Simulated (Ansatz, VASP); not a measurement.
**Two plane-wave programs on MgO**

```xyz
4
Lattice="3.2820 0.0000 0.0000 -1.6410 2.8423 0.0000 0.0000 0.0000 4.1855" Properties=species:S:1:pos:R:3 pbc="T T T"
Mg    1.6410    0.9474    3.1391
Mg    0.0000    1.8949    1.0464
O     1.6410    0.9474    1.0464
O     0.0000    1.8949    3.1391
```

Alike in both runs: task single point; functional PBEsol; k mesh 9 × 9 × 6; occupations gaussian, width 0.05 eV; no spin polarisation.

|  | VASP | Ansatz |
| --- | --- | --- |
| version | VASP 6.6.1 | Ansatz 0.2.0 |
| potentials or method | VASP PAW PBE potentials, release 64 (Mg, O) | scalar-relativistic, plane waves, PAW |
| plane-wave cutoff (eV) | 520 | 520 |
| valence electrons in the cell | 16 | 32 |

```tsv
	VASP	Ansatz	Ansatz less VASP
gap on the k mesh at the Fermi level (eV)	3.90	3.91	+0.006
least direct gap on the mesh (eV)	3.90	3.91	+0.006
pressure (GPa)	22.3	22.3	+0.02
largest component of the traceless stress (GPa)	11.55	11.17	-0.378
```

The two sets of potentials don't hold the same shells in valence. Ansatz warned: «pseudo_functional_mismatch».

Caveats: so large a pressure means that the cell lies far from this level's equilibrium, or that cutoff or potentials fall short (VASP); the potentials were made for another functional, which shifts forces and pressure (VASP).
